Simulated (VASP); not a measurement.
**MgS in VASP: one cell, several levels of theory**

The known phase of MgS with 2 atoms a cell, under -2.9 % strain along z alone is computed at one geometry. Runs: PBE, r2SCAN. The results are then set beside those of Ansatz 0.2.0 for the same cell.

The runs shown are made with VASP 6.6.1. PAW datasets, plane waves. Spin-unpolarised throughout; all numbers are computed.

## Step 1: The system as given

The cell comes from an earlier relaxation with r2SCAN in another program, then strained, with the atoms relaxed again.

The symmetry is I4/mmm (No. 139, tetragonal); conventional cell a = 3.679 Å, c = 5.052 Å, 17.10 Å³ an atom. Around Mg lie 6 S at 2.53–2.60 Å; around S lie 6 Mg at 2.53–2.60 Å.

Coordinates:

```cif
data_structure
_symmetry_space_group_name_H-M 'I4/mmm'
_symmetry_Int_Tables_number 139
_cell_length_a 3.6791
_cell_length_b 3.6791
_cell_length_c 5.0521
_cell_angle_alpha 90.000
_cell_angle_beta 90.000
_cell_angle_gamma 90.000
_cell_volume 68.38
loop_
_atom_site_label
_atom_site_type_symbol
_atom_site_symmetry_multiplicity
_atom_site_Wyckoff_symbol
_atom_site_fract_x
_atom_site_fract_y
_atom_site_fract_z
_atom_site_occupancy
Mg1 Mg 2 a 0.00000 0.00000 0.00000 1
S1 S 2 b 0.00000 0.00000 0.50000 1
```

## Step 2: PBE

File INCAR:

```
ENCUT = 520.000000
SIGMA = 0.020000
EDIFF = 1.00e-07
GGA = PE
PREC = Accurate
IBRION = -1
ISIF = 2
ISMEAR = -1
NBANDS = 11
NELM = 120
NSW = 0
LASPH = .TRUE.
LCHARG = .TRUE.
LELF = .TRUE.
LWAVE = .FALSE.
LREAL = .FALSE.
```

File KPOINTS:

```
KPOINTS created by Atomic Simulation Environment
0
Gamma
8 8 8
0 0 0
```

File KPOINTS_OPT:

```
special points
7
Reciprocal
0.0000000000 0.0000000000 0.0000000000 1
0.5000000000 0.0000000000 0.5000000000 1
0.6250000000 0.2500000000 0.6250000000 1
0.3750000000 0.3750000000 0.7500000000 1
0.5000000000 0.5000000000 0.5000000000 1
0.5000000000 0.2500000000 0.7500000000 1
0.5000000000 0.5000000000 0.0000000000 1
```

File POSCAR:

```
Mg S
 1.0000000000000000
     0.0000000000000000    2.6015177399999998    2.5260737255999999
     2.6015177399999998    0.0000000000000000    2.5260737255999999
     2.6015177399999998    2.6015177399999998    0.0000000000000000
 Mg  S
   1   1
Cartesian
  0.0000000000000000  0.0000000000000000  0.0000000000000000
  2.6015177399999998  2.6015177399999998  2.5260737255999999
```

Potentials: the recommended PBE PAW datasets, 8 valence electrons in the neutral cell.

The run is started by

```bash
$ mpirun -np 1 vasp_std
```

Printed to the terminal (iteration lines stand in OSZICAR):

```text
POSCAR found type information on POSCAR MgS
 POSCAR found :  2 types and       2 ions
 LDA part: xc-table for (Slater+PW92), standard interpolation
 POSCAR, INCAR and KPOINTS ok, starting setup
 FFT: planning ... GRIDC
 FFT: planning ... GRID_SOFT
 FFT: planning ... GRID
 WAVECAR not read
 entering main loop
 Start KPOINTS_OPT (optional k-point list driver)
k-point batch [1-7\7]
```

OSZICAR:

```text
N       E                     dE             d eps       ncg     rms          rms(c)
DAV:   1     0.220642896983E+02    0.22064E+02   -0.36052E+03  1338   0.591E+02
DAV:   2    -0.751245191063E+01   -0.29577E+02   -0.28118E+02  1619   0.102E+02
DAV:   3    -0.886859246203E+01   -0.13561E+01   -0.13542E+01  1595   0.229E+01
DAV:   4    -0.887628948076E+01   -0.76970E-02   -0.76961E-02  1592   0.206E+00
DAV:   5    -0.887635056827E+01   -0.61088E-04   -0.61087E-04  1610   0.178E-01    0.455E+00
DAV:   6    -0.852057720741E+01    0.35577E+00   -0.75085E-01  1478   0.346E+00    0.358E+00
DAV:   7    -0.848058413499E+01    0.39993E-01   -0.21967E-01  1552   0.205E+00    0.233E+00
DAV:   8    -0.848085984964E+01   -0.27571E-03   -0.14095E-02  1445   0.719E-01    0.101E+00
DAV:   9    -0.848059083014E+01    0.26902E-03   -0.75122E-04  1526   0.159E-01    0.349E-01
DAV:  10    -0.848060537872E+01   -0.14549E-04   -0.22385E-04  1509   0.690E-02    0.449E-02
DAV:  11    -0.848060164459E+01    0.37341E-05   -0.21196E-05  1547   0.204E-02    0.185E-02
DAV:  12    -0.848060157864E+01    0.65944E-07   -0.77323E-07  1601   0.542E-03
   1 F= -.84806016E+01 E0= -.84806016E+01  d E =-.491408E-11
       N       E                     dE             ncg
DAV:   1     0.100941036212E+04   -0.17530E+04      162
DAV:   2     0.807891944732E+03   -0.20152E+03      178
DAV:   3     0.799734499587E+03   -0.81574E+01      206
DAV:   4     0.799691941713E+03   -0.42558E-01      216
DAV:   5     0.799691693934E+03   -0.24778E-03      192
DAV:   6     0.799691690573E+03   -0.33612E-05      217
DAV:   7     0.799691690520E+03   -0.52443E-07      205
```

The lines after F= are the extra pass for the points of KPOINTS_OPT, at fixed density; their E is not a total energy.

OUTCAR, selected sections:

```text
k-points           NKPTS =     59   k-points in BZ     NKDIM =     59   number of bands    NBANDS=     11

   NELECT =       8.0000    total number of electrons

   dimension x,y,z NGX =    28 NGY =   28 NGZ =   28
   dimension x,y,z NGXF=    56 NGYF=   56 NGZF=   56

  energy-cutoff  :      520.00
  volume of cell :       34.19
      direct lattice vectors                 reciprocal lattice vectors
     0.000000000  2.601517740  2.526073726    -0.192195499  0.192195499  0.197935632
     2.601517740  0.000000000  2.526073726     0.192195499 -0.192195499  0.197935632
     2.601517740  2.601517740  0.000000000     0.192195499  0.192195499 -0.197935632

 k-points in reciprocal lattice and weights: KPOINTS created by Atomic Simulation Env
   0.00000000  0.00000000  0.00000000       0.002
   0.12500000 -0.00000000  0.00000000       0.016
   0.25000000 -0.00000000  0.00000000       0.016
   0.37500000 -0.00000000  0.00000000       0.016
   0.50000000 -0.00000000  0.00000000       0.008
   0.12500000  0.12500000  0.00000000       0.004
   0.25000000  0.12500000  0.00000000       0.016
   0.37500000  0.12500000  0.00000000       0.016
[... 51 more k-points ...]

 E-fermi :   4.4426

 k-point     1 :       0.0000    0.0000    0.0000
  band No.  band energies     occupation
      1      -8.8480      2.00000
      2       3.9014      2.00000
      3       4.0356      2.00000
      4       4.0356      2.00000
      5       7.9397      0.00000
      6      11.8289      0.00000
      7      11.8289      0.00000
      8      12.1391      0.00000
      9      14.1671      0.00000
     10      14.5745      0.00000
     11      16.6077      0.00000

 k-point     2 :       0.1250   -0.0000    0.0000
  band No.  band energies     occupation
      1      -8.6897      2.00000
      2       2.9194      2.00000
      3       3.8595      2.00000
      4       3.9118      2.00000
      5       8.7260      0.00000
      6      11.6301      0.00000
      7      12.0727      0.00000
      8      12.3148      0.00000
      9      13.6105      0.00000
     10      13.9122      0.00000
     11      16.8970      0.00000

 k-point     3 :       0.2500   -0.0000    0.0000
  band No.  band energies     occupation
      1      -8.2599      2.00000
      2       1.1095      2.00000
      3       3.6448      2.00000
      4       3.6554      2.00000
      5       9.0580      0.00000
      6      11.6678      0.00000
      7      12.0221      0.00000
      8      12.4702      0.00000
      9      14.3254      0.00000
     10      14.3556      0.00000
     11      16.1090      0.00000

 k-point     4 :       0.3750   -0.0000    0.0000
  band No.  band energies     occupation
      1      -7.7308      2.00000
      2      -0.3904      2.00000
      3       3.4121      2.00000
      4       3.4769      2.00000
      5       8.7233      0.00000
      6      11.0159      0.00000
      7      11.3686      0.00000
      8      14.0735      0.00000
      9      15.7220      0.00000
     10      16.3047      0.00000
     11      16.3947      0.00000

 k-point     5 :       0.5000   -0.0000    0.0000
  band No.  band energies     occupation
      1      -7.4655      2.00000
      2      -0.9962      2.00000
      3       3.3237      2.00000
      4       3.4087      2.00000
      5       8.5705      0.00000
      6      10.7748      0.00000
      7      11.1219      0.00000
      8      14.4376      0.00000
      9      16.3118      0.00000
     10      18.3493      0.00000
     11      18.6415      0.00000

 k-point     6 :       0.1250    0.1250    0.0000
  band No.  band energies     occupation
      1      -8.6276      2.00000
      2       2.8913      2.00000
      3       3.6638      2.00000
      4       3.6638      2.00000
      5       9.0823      0.00000
      6      11.0545      0.00000
      7      12.5390      0.00000
      8      12.5390      0.00000
      9      12.8722      0.00000
     10      14.4547      0.00000
     11      17.7590      0.00000

 k-point     7 :       0.2500    0.1250    0.0000
  band No.  band energies     occupation
      1      -8.2809      2.00000
      2       1.5576      2.00000
      3       3.3356      2.00000
      4       3.4177      2.00000
      5       9.6313      0.00000
      6      10.8477      0.00000
      7      11.7161      0.00000
      8      12.6755      0.00000
      9      13.8411      0.00000
     10      15.0559      0.00000
     11      17.4813      0.00000

[... the tables of k-points 8 to 59 left out ...]

  Total        0.4713505      0.4713505      1.2818487      0.0000000      0.0000000     -0.0000000
  in kB       22.0863997     22.0863997     60.0644816      0.0000000      0.0000000     -0.0000000
  external PRESSURE =      34.7457604 kB  Pullay stress =       0.0000000 kB

 POSITION                                       TOTAL-FORCE (eV/Angst)
 -----------------------------------------------------------------------------------
      0.00000      0.00000      0.00000         0.000000     -0.000000      0.000000
      2.60152      2.60152      2.52607        -0.000000      0.000000     -0.000000
 -----------------------------------------------------------------------------------
    total drift:                                0.000000      0.000000      0.000000

  FREE ENERGIE OF THE ION-ELECTRON SYSTEM (eV)
  ---------------------------------------------------
  free  energy   TOTEN  =        -8.4806015786 eV

  energy  without entropy=       -8.4806015786  energy(sigma->0) =       -8.48060158
```

Hardware: 1 MPI rank of Intel Xeon Platinum 8488C, shared host.

The levels at the points of KPOINTS_OPT are read from vasprun.xml.

Near the gap, in eV above the top of the last filled band v; c is the band after it:

```
point    v−1      v     c   c+1
    Γ   0.00   0.00  3.90  7.79
    X  -1.87  -1.62  2.86  4.30
    U  -3.36  -1.42  3.97  6.77
    K  -3.32  -1.55  3.79  6.56
    L  -0.71  -0.63  4.54  6.74
    W  -3.41  -2.41  5.24  7.81
```

Gap with PBE: 2.70 eV, valence top at Γ, conduction bottom at (0.50, 0.50, 0.00). Least direct gap: 3.90 eV. The pressure is 3.47 GPa; the forces vanish within 0.01 eV/Å.

The maps below are laid out on this run's own conventional cell (a, b, c = 3.679, 3.679, 5.052 Å).

Density in a lattice plane of the grid's cell (edges 3.68 and 5.05 Å, at 0.000 of the third edge), which holds Mg and S.

Ten even steps from ' ' (-0.32 e/Å³) to '@' (1.12 e/Å³):
```
::::::::::::::::::::::::::::::::::::
::::::::::::::::::::::::::::::::::::
::::::::::::::::::::::::::::::::::::
--------::::::::::::::::::::::------
====------::::::::::::::::::------==
****++==----::::::::::::::----==++**
@@%%##**==----::::::::::----==**##%%
@@@@@@%%**==----::::::----==**%%@@@@
==**@@@@##++==--::::::--==++##@@@@**
  --%%@@%%++==--::::::--==++%%@@%%--
==**@@@@##++==--::::::--==++##@@@@**
@@@@@@%%**==----::::::----==**%%@@@@
@@%%##**==----::::::::::----==**##%%
****++==----::::::::::::::----==++**
====------::::::::::::::::::------==
--------::::::::::::::::::::::------
::::::::::::::::::::::::::::::::::::
::::::::::::::::::::::::::::::::::::
::::::::::::::::::::::::::::::::::::
::::::::::::::::::::::::::::::::::::
```
Columns run along the first of these edges and rows up along the second, over one cell in 18 and 20 even steps from the bottom left corner. Atoms in the plane (fractional): Mg at (0.00, 0.00), S at (0.00, 0.50).

ELF in the same plane.

Values, 12 rows by 8 columns:
```
0.03 0.02 0.07 0.09 0.09 0.09 0.07 0.02
0.50 0.28 0.10 0.06 0.05 0.06 0.10 0.28
0.83 0.72 0.33 0.07 0.03 0.07 0.33 0.72
0.87 0.85 0.70 0.24 0.05 0.24 0.70 0.85
0.65 0.81 0.83 0.45 0.09 0.45 0.83 0.81
0.17 0.68 0.85 0.54 0.11 0.54 0.85 0.68
0.65 0.81 0.83 0.45 0.09 0.45 0.83 0.81
0.87 0.85 0.70 0.24 0.05 0.24 0.70 0.85
0.83 0.72 0.33 0.07 0.03 0.07 0.33 0.72
0.50 0.28 0.10 0.06 0.05 0.06 0.10 0.28
0.03 0.02 0.07 0.09 0.09 0.09 0.07 0.02
0.00 0.01 0.08 0.12 0.11 0.12 0.08 0.01
```
Columns run along the first of these edges and rows up along the second, over one cell in 8 and 12 even steps from the bottom left corner. Atoms in the plane (fractional): Mg at (0.00, 0.00), S at (0.00, 0.50).

Both are smooth fields of the valence electrons: close to the nuclei they are not physical.

Maxima of ELF outside the ion cores: 0.88 in the shell around S, 0.9 Å from S.

## Step 3: r2SCAN at this geometry

File INCAR:

```
ENCUT = 520.000000
SIGMA = 0.010000
EDIFF = 1.00e-07
ALGO = Normal
METAGGA = R2SCAN
PREC = Accurate
IBRION = -1
ISIF = 2
ISMEAR = 0
NBANDS = 11
NELM = 120
NSW = 0
LASPH = .TRUE.
LCHARG = .FALSE.
LWAVE = .FALSE.
LREAL = .FALSE.
```

KPOINTS is that of step 2.

KPOINTS_OPT is that of step 2.

POSCAR is that of step 2.

The run is started by

```bash
$ mpirun -np 1 vasp_std
```

Printed to the terminal (iteration lines stand in OSZICAR):

```text
POSCAR found type information on POSCAR MgS
 POSCAR found :  2 types and       2 ions
 -----------------------------------------------------------------------------
|                                                                             |
|                                                                             |
|     You enforced a specific xc type in the INCAR file but a different       |
|     I HOPE YOU KNOW WHAT YOU ARE DOING!                                     |
|                                                                             |
 -----------------------------------------------------------------------------

 LDA part: xc-table for (None), standard interpolation
 POSCAR, INCAR and KPOINTS ok, starting setup
 FFT: planning ... GRIDC
 FFT: planning ... GRID_SOFT
 FFT: planning ... GRID
 WAVECAR not read
 entering main loop
 Start KPOINTS_OPT (optional k-point list driver)
k-point batch [1-7\7]
```

OSZICAR:

```text
N       E                     dE             d eps       ncg     rms          rms(c)
DAV:   1     0.147064861474E+02    0.14706E+02   -0.37139E+03  1346   0.609E+02
DAV:   2    -0.156613059077E+02   -0.30368E+02   -0.28849E+02  1622   0.105E+02
DAV:   3    -0.170596291867E+02   -0.13983E+01   -0.13963E+01  1590   0.238E+01
DAV:   4    -0.170682463949E+02   -0.86172E-02   -0.86162E-02  1603   0.220E+00
DAV:   5    -0.170683191269E+02   -0.72732E-04   -0.72731E-04  1599   0.195E-01    0.477E+00
DAV:   6    -0.155093350262E+02    0.15590E+01   -0.95973E-01  1391   0.547E+00    0.479E+00
DAV:   7    -0.154945894498E+02    0.14746E-01   -0.19525E-01  1581   0.219E+00    0.262E+00
DAV:   8    -0.154976773215E+02   -0.30879E-02   -0.84037E-03  1503   0.658E-01    0.327E-01
DAV:   9    -0.154977126371E+02   -0.35316E-04   -0.91857E-04  1561   0.171E-01    0.180E-01
DAV:  10    -0.154977216363E+02   -0.89992E-05   -0.66715E-05  1529   0.544E-02    0.714E-03
DAV:  11    -0.154977218017E+02   -0.16535E-06   -0.30544E-06  1548   0.133E-02    0.736E-03
DAV:  12    -0.154977215337E+02    0.26798E-06   -0.71589E-08  1266   0.210E-03    0.958E-03
DAV:  13    -0.154977211267E+02    0.40700E-06   -0.72103E-08   919   0.146E-03    0.245E-04
DAV:  14    -0.154977211520E+02   -0.25266E-07   -0.38672E-09   868   0.499E-04
   1 F= -.15497721E+02 E0= -.15497721E+02  d E =-.519187E-24
       N       E                     dE             ncg
DAV:   1     0.990553632447E+03   -0.17719E+04      170
DAV:   2     0.786415683103E+03   -0.20414E+03      178
DAV:   3     0.778138183471E+03   -0.82775E+01      208
DAV:   4     0.778096531288E+03   -0.41652E-01      213
DAV:   5     0.778096235430E+03   -0.29586E-03      198
DAV:   6     0.778096230900E+03   -0.45305E-05      210
DAV:   7     0.778096230820E+03   -0.80159E-07      203
```

Parts of OUTCAR:

```text
k-points           NKPTS =     59   k-points in BZ     NKDIM =     59   number of bands    NBANDS=     11

   NELECT =       8.0000    total number of electrons

   dimension x,y,z NGX =    28 NGY =   28 NGZ =   28
   dimension x,y,z NGXF=    56 NGYF=   56 NGZF=   56

  energy-cutoff  :      520.00
  volume of cell :       34.19
      direct lattice vectors                 reciprocal lattice vectors
     0.000000000  2.601517740  2.526073726    -0.192195499  0.192195499  0.197935632
     2.601517740  0.000000000  2.526073726     0.192195499 -0.192195499  0.197935632
     2.601517740  2.601517740  0.000000000     0.192195499  0.192195499 -0.197935632

 k-points in reciprocal lattice and weights: KPOINTS created by Atomic Simulation Env
   0.00000000  0.00000000  0.00000000       0.002
   0.12500000 -0.00000000  0.00000000       0.016
   0.25000000 -0.00000000  0.00000000       0.016
   0.37500000 -0.00000000  0.00000000       0.016
   0.50000000 -0.00000000  0.00000000       0.008
   0.12500000  0.12500000  0.00000000       0.004
   0.25000000  0.12500000  0.00000000       0.016
   0.37500000  0.12500000  0.00000000       0.016
[... 51 more k-points ...]

 E-fermi :   3.8702

 k-point     1 :       0.0000    0.0000    0.0000
  band No.  band energies     occupation
      1      -9.6019      2.00000
      2       3.6675      2.00000
      3       3.8030      2.00000
      4       3.8030      2.00000
      5       8.6260      0.00000
      6      12.1662      0.00000
      7      12.1662      0.00000
      8      12.4888      0.00000
      9      14.5221      0.00000
     10      14.9424      0.00000
     11      17.3928      0.00000

 k-point     2 :       0.1250   -0.0000    0.0000
  band No.  band energies     occupation
      1      -9.4393      2.00000
      2       2.7173      2.00000
      3       3.6219      2.00000
      4       3.6740      2.00000
      5       9.3648      0.00000
      6      12.0221      0.00000
      7      12.4249      0.00000
      8      12.6763      0.00000
      9      14.0120      0.00000
     10      14.3255      0.00000
     11      17.7545      0.00000

 k-point     3 :       0.2500   -0.0000    0.0000
  band No.  band energies     occupation
      1      -8.9988      2.00000
      2       0.8804      2.00000
      3       3.3947      2.00000
      4       3.4069      2.00000
      5       9.5686      0.00000
      6      12.0366      0.00000
      7      12.4056      0.00000
      8      13.0741      0.00000
      9      14.7726      0.00000
     10      14.8049      0.00000
     11      16.9633      0.00000

 k-point     4 :       0.3750   -0.0000    0.0000
  band No.  band energies     occupation
      1      -8.4597      2.00000
      2      -0.6605      2.00000
      3       3.1501      2.00000
      4       3.2179      2.00000
      5       9.1730      0.00000
      6      11.3771      0.00000
      7      11.7421      0.00000
      8      14.9035      0.00000
      9      16.5165      0.00000
     10      16.8405      0.00000
     11      16.9221      0.00000

 k-point     5 :       0.5000   -0.0000    0.0000
  band No.  band energies     occupation
      1      -8.1912      2.00000
      2      -1.2822      2.00000
      3       3.0569      2.00000
      4       3.1454      2.00000
      5       9.0059      0.00000
      6      11.1315      0.00000
      7      11.4906      0.00000
      8      15.3366      0.00000
      9      17.1740      0.00000
     10      18.8185      0.00000
     11      19.1205      0.00000

 k-point     6 :       0.1250    0.1250    0.0000
  band No.  band energies     occupation
      1      -9.3754      2.00000
      2       2.6998      2.00000
      3       3.4237      2.00000
      4       3.4237      2.00000
      5       9.7176      0.00000
      6      11.4125      0.00000
      7      12.9186      0.00000
      8      12.9186      0.00000
      9      13.3105      0.00000
     10      14.8205      0.00000
     11      18.6424      0.00000

 k-point     7 :       0.2500    0.1250    0.0000
  band No.  band energies     occupation
      1      -9.0198      2.00000
      2       1.3412      2.00000
      3       3.0851      2.00000
      4       3.1748      2.00000
      5      10.1534      0.00000
      6      11.2741      0.00000
      7      12.1596      0.00000
      8      13.0762      0.00000
      9      14.3561      0.00000
     10      15.4899      0.00000
     11      18.3447      0.00000

[... the tables of k-points 8 to 59 left out ...]

  Total        0.1901934      0.1901934      1.0055868      0.0000000     -0.0000000     -0.0000000
  in kB        8.9120245      8.9120245     47.1194863      0.0000000     -0.0000000     -0.0000000
  external PRESSURE =      21.6478451 kB  Pullay stress =       0.0000000 kB

 POSITION                                       TOTAL-FORCE (eV/Angst)
 -----------------------------------------------------------------------------------
      0.00000      0.00000      0.00000        -0.000000     -0.000000     -0.000000
      2.60152      2.60152      2.52607         0.000000      0.000000      0.000000
 -----------------------------------------------------------------------------------
    total drift:                                0.000000      0.000000      0.000000

  FREE ENERGIE OF THE ION-ELECTRON SYSTEM (eV)
  ---------------------------------------------------
  free  energy   TOTEN  =       -15.4977211520 eV

  energy  without entropy=      -15.4977211520  energy(sigma->0) =      -15.49772115
```

Hardware: 1 MPI rank of Intel Xeon Platinum 8488C, shared host.

The levels at the points of KPOINTS_OPT are read from vasprun.xml.

Levels at the named points, in eV from the top of band v (v: the last filled band by count, c: the next):

| point | v−1 | v | c | c+1 |
| --- | --- | --- | --- | --- |
| Γ | 0.00 | 0.00 | 4.82 | 8.36 |
| X | -1.92 | -1.66 | 3.52 | 4.83 |
| U | -3.38 | -1.46 | 4.61 | 7.40 |
| K | -3.34 | -1.59 | 4.42 | 7.19 |
| L | -0.75 | -0.66 | 5.20 | 7.33 |
| W | -3.47 | -2.41 | 5.89 | 8.48 |

The r2SCAN gap is 3.35 eV and indirect (Γ to (0.50, 0.50, 0.00)), with 4.82 eV as the least direct one. Pressure: 2.16 GPa; the forces vanish within 0.01 eV/Å.

## Step 4: Summary

```
 level  gap (eV)  pressure (GPa)  Ansatz: gap (eV)  Ansatz: pressure (GPa)
   PBE      2.70            3.47              2.71                    3.79
r2SCAN      3.35            2.16              3.38                    2.65
```

**Reading.** The gap runs from 2.70 eV (PBE) to 3.35 eV (r2SCAN). At this one volume the pressure spans 2.2 GPa (r2SCAN) to 3.5 GPa (PBE): PBE wants the largest cell and r2SCAN the smallest. The two programs agree on the gap within 0.04 eV, far less than the spread between functionals. Each program uses its own PAW datasets and cutoff. VASP's cell holds 8 valence electrons and Ansatz's 16.
